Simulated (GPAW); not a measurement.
Here is a GPAW 26.7.0 calculation.

The input run.py:

```python
import numpy as np
from ase import Atoms
from ase.dft.bandgap import bandgap
from ase.io import write
from gpaw import GPAW, PW
from gpaw.response.df import DielectricFunction

atoms = Atoms(['W', 'S', 'S'],
              cell=[[1.579, 0.9116360751, 6.1633333333],
                    [-1.579, 0.9116360751, 6.1633333333],
                    [0.0, -1.8232721501, 6.1633333333]],
              scaled_positions=[[0.0, 0.0, 0.0],
                                [0.581, 0.581, 0.581],
                                [0.7503, 0.7503, 0.7503]],
              pbc=True)

calc = GPAW(mode=PW(450),
            xc='PBE',
            kpts={'size': (8, 8, 8), 'gamma': True},
            occupations={'name': 'fermi-dirac', 'width': 0.001},
            nbands=25,
            convergence={'density': 1e-06},
            maxiter=150,
            txt='gpaw.txt')
atoms.calc = calc
energy = atoms.get_potential_energy()
calc.write('gs.gpw')
write('result.traj', atoms)
print(f'Energy: {energy:.6f} eV')
print('Fermi level:', round(calc.get_fermi_level(), 4), 'eV')
print(f'Gap: {bandgap(calc)[0]:.4f} eV, direct: {bandgap(calc, direct=True)[0]:.4f} eV')

for size in [(14, 14, 14), (19, 19, 19)]:
    name = 'x'.join(str(n) for n in size)
    dense = calc.fixed_density(kpts={'size': size, 'gamma': True},
                               nbands=49, convergence={'bands': 43, 'eigenstates': 1e-7},
                               update_fermi_level=True, txt=f'dense-{name}.txt')
    dense.write(f'{name}.gpw', mode='all')
    df = DielectricFunction(f'{name}.gpw', frequencies=np.array([0.0]), hilbert=False, eta=0.001,
                            ecut=80, nbands=43, intraband=False, txt=f'df-{name}.txt')
    for xc in ['RPA', 'ALDA', 'ALDA_X']:
        for direction in ['x', 'y', 'z', [0, 1, 1], [1, 0, 1], [1, 1, 0]]:
            e0, e = df.get_macroscopic_dielectric_constant(xc=xc, direction=direction)
            print(f'{name} {xc} {direction}: {e0:.4f} without, {e:.4f} with local fields')
```

Potentials or basis: GPAW PAW data sets (gpaw-data 1.2.1), pw.

Launch:

```console
$ OMP_NUM_THREADS=1 python run.py
```

(1) What does it give for the electronic dielectric tensor (diagonal)?

(2) What does it give for the band gap on the k mesh?

Results:

(1) 12.31, 12.31, 5.56.

(2) 1.16 eV, indirect (least direct gap 2.29 eV).

Caveat: the long-wavelength limit can be off by several per cent where d states take part; spin-orbit coupling is left out, which moves the levels of the heavy elements; an odd mesh through Γ misses points on the zone boundary, where band edges often lie; the program warned that so skewed a cell can give wrong results.
